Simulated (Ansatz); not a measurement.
**TiAl (Pm-3m): a soft mode frozen in**

Aim: this structure of TiAl (Pm-3m) is to be tested for unstable modes, and one is followed downhill.

Method: DFT PBEsol, scalar-relativistic, plane waves, PAW; PAW set soft_1, in Ansatz 0.2.0.

Most raw output is cut from this account.

The database entry behind the starting cell lists a temperature of 1381 K, so it need not match the best structure at ambient conditions.

**1. Starting point**

It takes space group Pm-3m (No. 221, cubic). Conventional cell: a = 3.156 Å, b = 3.156 Å, c = 3.156 Å, α = 90.00°, β = 90.00°, γ = 90.00°. Nearest to Ti lie 8 Al at 2.73 Å. Nearest to Al lie 8 Ti at 2.73 Å. Farther neighbours are not listed.

**2. Phonons on a q mesh**

The cell comes from relaxations at this level that are not shown. Stability and thermal properties need the whole zone. Linear response on a 4×4×4 q mesh gives force constants as far as a supercell of that size would.

input.yaml

```yaml
crystal:
  lattice:
    - [3.1556724881, 0.0, 0.0]
    - [0.0, 3.1556724881, 0.0]
    - [0.0, 0.0, 3.1556724881]
  atoms:
    - { symbol: Ti, position: [0.5, 0.5, 0.5] }
    - { symbol: Al, position: [0.0, 0.0, 0.0] }
kpoints:
  mp_grid: { grid: [16, 16, 16] }
hamiltonian:
  xc: pbesol
  pseudopotentials: { kind: paw, azcp: { folder: soft_1 }, xc_functional: pbe }
scf:
  occupations: { method: methfessel_paxton, width: 0.2 }
output:
  eigenvalues: true
phonons:
  method: dfpt
  qmesh: [4, 4, 4]
  temperatures: { t_max: 1000, t_step: 50 }
  qpath:
    path:
      - [[0.0, 0.0, 0.0], [0.0, 0.5, 0.0], [0.5, 0.5, 0.0], [0.0, 0.0, 0.0], [0.5, 0.5, 0.5], [0.0, 0.5, 0.0]]
      - [[0.5, 0.5, 0.5], [0.5, 0.5, 0.0]]
    npoints: 10
```

Started as:

```sh
$ ansatz run input.yaml --threads 4 --pin off --max-ram 10240MiB --backend cpu --events-out ev --progress --plain --runs-dir out
```

The job ended after 5.4 min (4 threads of Arm Neoverse V1, shared host; peak memory 2.3 GiB).

Numbers from this step:

* volume per atom: 15.71 Å³
* gap on the k-mesh: 0 eV
* sum-rule residual before enforcement: 1.05e-4 eV/Å²
* lowest frequency on the path: -123.4 cm⁻¹
* point group: m-3m
* highest frequency on the path or at a solved wavevector: 345.7 cm⁻¹
* highest optical mode at the zone centre (no LO-TO term): 323.0 cm⁻¹
* lowest optical zone-centre mode: 323.0 cm⁻¹
* lowest mode on the q mesh (acoustic modes at Γ apart): -123.4 cm⁻¹

Frequencies (cm⁻¹) solved at each irreducible wavevector; negative means imaginary. Frequencies by wavevector, by row:

```csv
q in reciprocal lattice units,star,mode 1,mode 2,mode 3,mode 4,mode 5,mode 6
0 0 0,1,0,0,0,323,323,323
0 0 0.25,6,112,112,127.4,305,305.6,305.6
0 0 -0.5,3,206.3,206.3,212.3,259.6,264.7,264.7
0 0.25 0.25,12,-73.3,150.6,214.7,268.1,298.2,341
0 0.25 -0.5,12,70.7,107.3,210.9,272.6,322.4,325.2
0 -0.5 -0.5,3,-123.4,-123.4,216,284.5,343.1,343.1
0.25 0.25 0.25,8,105.8,105.8,186.9,299.9,316,316
0.25 0.25 -0.5,12,111.3,112.5,212.2,263.8,320.9,330.2
0.25 -0.5 -0.5,6,64.9,64.9,223,261.7,314.9,314.9
-0.5 -0.5 -0.5,1,193.8,193.8,193.8,239.5,239.5,239.5
```

Interpolated from a 4×4×4 q mesh. Phonon branches along the path, in cm⁻¹:

```csv
point,branch 1,branch 2,branch 3,branch 4,branch 5,branch 6
Γ,0,0,0,323,323,323
halfway,112,112,127,305,306,306
X,206,206,212,260,265,265
halfway,71,107,211,273,322,325
M,-123,-123,216,284,343,343
halfway,-73,151,215,268,298,341
Γ,0,0,0,323,323,323
halfway,106,106,187,300,316,316
R,194,194,194,240,240,240
halfway,111,112,212,264,321,330
X,206,206,212,260,265,265
jump to R,194,194,194,240,240,240
halfway,65,65,223,262,315,315
M,-123,-123,216,284,343,343
```

Symmetry leaves 10 wavevectors to solve. The lowest mode among them, the acoustic zeros apart, lies at q = (0, -0.5, -0.5) and is imaginary, 123.4i cm⁻¹, so the energy falls along it.

**3. The mode frozen in, largest atomic shift 0 Å**

The mode followed lies at q = (0, -0.5, -0.5) with frequency 123.4i cm⁻¹ and is 2-fold degenerate, the softest among the wavevectors solved. At small amplitude the distorted cell has space group no. 10 by a symmetry search on the positions. The undistorted cell that holds it gives the zero of energy on the same k mesh.

System of this step: TiAl. Symmetry: Pm-3m, No. 221, cubic system. Conventional cell: a = 3.156 Å, b = 3.156 Å, c = 3.156 Å, α = 90.00°, β = 90.00°, γ = 90.00°. Ti has 8 Al at 2.73 Å nearest. Nearest to Al lie 8 Ti at 2.73 Å. Farther neighbours are not listed.

input.yaml, the sections that differ from step 2:

```yaml
crystal:
  lattice:
    - [-3.1556724881, 0.0, 0.0]
    - [0.0, -3.1556724881, -3.1556724881]
    - [0.0, -3.1556724881, 3.1556724881]
  atoms:
    - { symbol: Ti, position: [0.5, 0.0, 0.5] }
    - { symbol: Ti, position: [0.5, 0.5, 0.0] }
    - { symbol: Al, position: [0.0, 1.0, 0.0] }
    - { symbol: Al, position: [0.0, 0.5, 0.5] }
kpoints:
  mp_grid: { grid: [14, 10, 10] }
output:
  forces: true
  stress: true
  eigenvalues: true
# hamiltonian, scf: as in step 2
# phonons: removed
```

Elapsed: 2.8 s, on 4 threads; peak memory 0.45 GiB.

This step gave:

```yaml
pressure: -0.01942 GPa
energy_from_the_undistorted_cell: 0 meV/atom
```

The run ends at a pressure of -0.02 GPa.

**4. The mode frozen in, largest atomic shift 0.22 Å**

The atoms are moved along the unstable eigenvector, the largest shift by 0.22 Å, with the cell fixed.

input.yaml, the sections that differ from step 3:

```yaml
crystal:
  lattice:
    - [-3.1556724881, 0.0, 0.0]
    - [0.0, -3.1556724881, -3.1556724881]
    - [0.0, -3.1556724881, 3.1556724881]
  atoms:
    - { symbol: Ti, position: [0.5, 0.0209716784, 0.4555825987] }
    - { symbol: Ti, position: [0.5, 0.4790283216, 0.0444174013] }
    - { symbol: Al, position: [0.0, 0.9789527301, -0.044577502] }
    - { symbol: Al, position: [0.0, 0.5210472699, 0.544577502] }
# kpoints, hamiltonian, scf, output: as in step 3
```

Run time: 9.4 s. Hardware: 4 threads; peak memory 0.65 GiB.

This step gave:

| Quantity | Value |
| --- | --- |
| pressure | 0.9070 GPa |
| energy from the undistorted cell | -12.31 meV/atom |

The energy, extrapolated to zero smearing, is -12.31 meV/atom against the undistorted cell.

The run ends at a pressure of 0.91 GPa, with forces up to 0.27 eV/Å.

**5. Energy along the mode, all amplitudes (two of the runs are shown above)**

An imaginary frequency means negative curvature, so the energy should fall and then rise again as anharmonic terms take over.

Numbers from this step:

* depth at the lowest point sampled: 12.31 meV/atom
* largest atomic shift at that point: 0.22 Å

Table of energy from the parent by largest atomic shift:

| largest atomic shift (Å) | energy from the parent (meV/atom) |
| --- | --- |
| 0.000 | 0 |
| 0.040 | -1.50 |
| 0.080 | -5.18 |
| 0.140 | -11.4 |
| 0.220 | -12.3 |
| 0.320 | 16.3 |

Displacement at unit largest shift by atom:

```csv
atom,x (Å),y (Å),z (Å),size
Ti1,0.000,0.336,-0.938,0.996
Ti2,0.000,-0.336,0.938,0.996
Al3,0.000,0.941,-0.338,1.000
Al4,0.000,-0.941,0.338,1.000
```

The lowest of the steps tried is at 0.22 Å, 12.3 meV/atom below the parent; the bottom of the well need not coincide with a step.

**6. Relaxation from the frozen mode**

Starting from the lowest point found, all atoms and the cell are let go, so that strain and other modes of the same symmetry can join in.

input.yaml, as its differences from that of step 4:

```diff
@@ -21 +21,6 @@
   eigenvalues: true
+relax:
+  adjacent_minimum: "off"
+  f_tol: 0.002
+  max_steps: 120
+  cell: { stress_tol: 0.03 }
```

Elapsed: 90 s, on 4 threads; peak memory 0.71 GiB.

The steps of the relaxation:

| step | energy less that of the first step (eV) | largest force component (eV/Å) | pressure (GPa) | volume (Å³) |
| --- | --- | --- | --- | --- |
| 1 | 0.0000 | 0.2664 | 0.91 | 62.85 |
| 2 | -0.1550 | 0.2317 | 0.22 | 62.93 |
| 3 | -0.2867 | 0.3116 | 1.46 | 62.29 |
| 4 | -0.1712 | 0.8127 | -0.43 | 63.60 |
| 5 | -0.3312 | 0.1093 | -0.89 | 63.50 |
| 6 | -0.3423 | 0.0277 | 0.46 | 62.79 |
| 7 | -0.3428 | 0.0055 | -0.05 | 63.06 |
| 8 | -0.3429 | 0.0014 | -0.01 | 63.04 |
| 9* | -0.3439 | 0.0016 | 0.03 | 63.04 |
| 10 | -0.3439 | 0.0006 | 0.00 | 63.06 |
| 11* | -0.3439 | 0.0006 | 0.00 | 63.06 |

Relaxation steps marked * repeat the geometry before them on a plane-wave basis chosen anew for their cell, so energy and pressure can jump there. Relaxation step 4 was tried and not accepted.

The run keeps the 4 symmetry operations that it works with, so distortions that break them were not tested.

```
     cell as run  before  after   change
           a (Å)   3.156  2.837  -10.1 %
           b (Å)   4.463  4.581   +2.6 %
           c (Å)   4.463  4.851   +8.7 %
volume (Å³/atom)   15.71  15.76   +0.3 %
```

The atoms that moved most (Å, as changes of fractional coordinates times the final cell):

```
atom     dx      dy      dz  length
 Ti1  0.000   0.225  -0.089   0.242
 Ti2  0.000  -0.225   0.089   0.242
 Al3  0.000   0.084  -0.220   0.235
 Al4  0.000  -0.084   0.220   0.235
```

The relaxed structure:

```cif
data_structure
_symmetry_space_group_name_H-M 'P 1'
_symmetry_Int_Tables_number 1
_cell_length_a 2.8375
_cell_length_b 4.5810
_cell_length_c 4.8510
_cell_angle_alpha 89.999
_cell_angle_beta 90.000
_cell_angle_gamma 90.000
_cell_volume 63.06
loop_
_atom_site_label
_atom_site_type_symbol
_atom_site_fract_x
_atom_site_fract_y
_atom_site_fract_z
_atom_site_occupancy
Ti1 Ti 0.50000 0.99999 0.40981 1
Ti2 Ti 0.50000 0.50001 0.09019 1
Al3 Al 0.00000 0.00001 0.91119 1
Al4 Al 0.00000 0.49999 0.58881 1
```

Numbers from this step:

* pressure: -1.11e-4 GPa
* volume per atom: 15.76 Å³

The distorted start has space group P2/m; the relaxation ends in Pmma.

**7. The new phase in its own primitive cell**

The relaxed structure is symmetrised, reduced to its primitive cell and relaxed tightly, as its phonons need.

input.yaml, the sections that differ from step 6:

```yaml
crystal:
  lattice:
    - [4.5809877203, 0.0, 0.0]
    - [0.0, 2.8374792579, 0.0]
    - [0.0, 0.0, 4.8510272001]
  atoms:
    - { symbol: Ti, position: [0.75, 0.5, 0.3401871385] }
    - { symbol: Ti, position: [0.25, 0.5, 0.6598128615] }
    - { symbol: Al, position: [0.75, 0.0, 0.8388129327] }
    - { symbol: Al, position: [0.25, 0.0, 0.1611870673] }
kpoints:
  mp_grid: { grid: [10, 14, 10] }
relax:
  adjacent_minimum: "off"
  f_tol: 0.001
  max_steps: 60
  cell: { stress_tol: 0.01 }
# hamiltonian, scf, output: as in step 6
```

Elapsed: 12 s, on 4 threads; peak memory 0.59 GiB.

Little changed from the start: no atom moved by 0.005 Å and no cell edge by 0.1 %.

This step gave:

```yaml
pressure: -1.09e-4 GPa
```

The largest force component left is 0.61 meV/Å and the pressure is 0.000 GPa, within the tolerances set. The cell now holds 15.76 Å³/atom.

**8. Modes of the new phase, k-mesh 10×14×10**

A relaxed structure may still be a saddle point, so its zone-centre modes are computed. No field response is asked, since the mesh shows no gap.

input.yaml, as its differences from that of step 7:

```diff
@@ -18,9 +18,4 @@
 output:
-  forces: true
-  stress: true
   eigenvalues: true
-relax:
-  adjacent_minimum: "off"
-  f_tol: 0.001
-  max_steps: 60
-  cell: { stress_tol: 0.01 }
+phonons:
+  method: dfpt
```

Run time: 68 s. Hardware: 4 threads; peak memory 1.5 GiB.

Numbers from this step:

| Property | Result |
| --- | --- |
| sum-rule residual before enforcement | 2.06e-5 eV/Å² |
| point group | mmm |
| highest optical mode at the zone centre (no LO-TO term) | 325.0 cm⁻¹ |
| lowest optical zone-centre mode | 145.3 cm⁻¹ |

Patterns of degenerate modes are one choice out of their space. The modes at Γ (shares of kinetic energy by element, %):

| mode | frequency (cm⁻¹) | symmetry | Ti % | Al % |
| --- | --- | --- | --- | --- |
| 1 | 0.0 | acoustic | 64 | 36 |
| 2 | 0.0 | acoustic | 64 | 36 |
| 3 | 0.0 | acoustic | 64 | 36 |
| 4 | 145.3 | B3g | 97 | 3 |
| 5 | 162.1 | Ag | 83 | 17 |
| 6 | 187.1 | B2g | 71 | 29 |
| 7 | 228.9 | B3g | 3 | 97 |
| 8 | 264.2 | B3u | 36 | 64 |
| 9 | 273.5 | B2u | 36 | 64 |
| 10 | 315.8 | B2g | 29 | 71 |
| 11 | 320.1 | Ag | 17 | 83 |
| 12 | 325.0 | B1u | 36 | 64 |

Displacements in mode 4 (145.3 cm⁻¹), the largest set to 1:
```
Ti1  0.00 -1.00  0.00
Ti2  0.00  1.00  0.00
Al3  0.00 -0.24  0.00
Al4  0.00  0.24  0.00
```

Displacements in mode 7 (228.9 cm⁻¹), the largest set to 1:
```
Ti1  0.00 -0.14  0.00
Ti2  0.00  0.14  0.00
Al3  0.00  1.00  0.00
Al4  0.00 -1.00  0.00
```

Before it was imposed, the acoustic sum rule was missed by 2.1e-5 eV/Å². Small misses are needed for a sound result but don't prove that mesh and cutoff are converged. The lowest optical mode is real, 145 cm⁻¹.

**9. What came out**

| Property | Result |
| --- | --- |
| unstable mode of the parent | q = (0, -0.5, -0.5), 123i cm⁻¹ |
| depth at the lowest point sampled | 12.3 meV/atom |
| largest atomic shift at that point | 0.22 Å |
| space group reached (within 0.01 Å) | Pmma |
| energy gained over the parent (first relaxation, on the mesh of the frozen mode) | 99.3 meV/atom |
| volume per atom, phase reached | 15.8 Å³ |
| lowest optical zone-centre mode, phase reached | 145 cm⁻¹ |
| highest optical mode at the zone centre (no LO-TO term), phase reached | 325 cm⁻¹ |

In words: Along this mode the structure falls into Pmma, 99.3 meV/atom below the parent. At the parent's cell the well is 12.31 meV/atom deep on the steps tried, with its lowest point at a shift of 0.22 Å. Relaxing atoms and cell changes the gain by +86.95 meV/atom against the lowest step (energies at zero smearing). Most of the total comes from this relaxation. The new phase has no imaginary mode at the zone centre of its cell; other wavevectors were not checked. Of the 4 patterns followed to their end from this parent, this one ends 41.3 meV/atom above the lowest, P4/mmm. Each path keeps the symmetry of its pattern, so a lower phase may lie along a pattern not tried. With no gap, or one that is small against the smearing, the frequencies hang on the k mesh and the smearing, most of all near Kohn anomalies. The phonon runs are without spin polarisation, although the cell has an odd electron count. The PAW files were made for PBE and serve the other functionals too.

[Logs are printed without paths, hosts, clocks, repeated set-up lines and the standing remarks that a program may print on its own settings, such as how far it seeks lower states.]

[Hosts, paths, dates, database ids (printed as entryN), source tags and the programs' standing remarks are cut or masked in the printed files.]
